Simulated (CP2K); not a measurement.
The system is Bi.

```
CELL_PARAMETERS angstrom
3.43194 0.00000 0.00000
-1.14398 3.23566 0.00000
-1.14398 -1.61783 2.80217
ATOMIC_POSITIONS crystal
Bi 0.00000 0.00000 0.00000
```

This isn't the form of Bi at room conditions, which is rhombohedral.

Base run:

```yaml
Program: CP2K 2026.2
Functional: RPBE
Potentials_or_basis: POTENTIAL_UZH Bi GTH-PBE-q5; TZVP-MOLOPT-PBE-GTH basis
Density_cutoff: 9184 eV
k_mesh: 9 × 9 × 9
Occupations: fermi-dirac, width 0.05 eV
Spin: no spin polarisation
```

Its results: band gap on the k mesh none (metal or under the smearing width); pressure 1.8 GPa.

Task: After a change of settings the same cell gave: band gap on the k mesh none (metal or under the smearing width); pressure 0.4 GPa. Which change was it?
A. functional from RPBE to optB88-vdW
B. functional from RPBE to PBEsol
C. functional from RPBE to BEEF-vdW
D. functional from RPBE to TASK

Result: B.

PBEsol binds more tightly than RPBE, so the same cell stands under less pressure.

Caveats: the potentials were made for another functional, which shifts forces and pressure; spin-orbit coupling is left out, which moves the levels of the heavy elements; the basis of atomic orbitals isn't converged, which shifts pressures, moduli and gaps.

Runs at the PBE level aren't shown here.
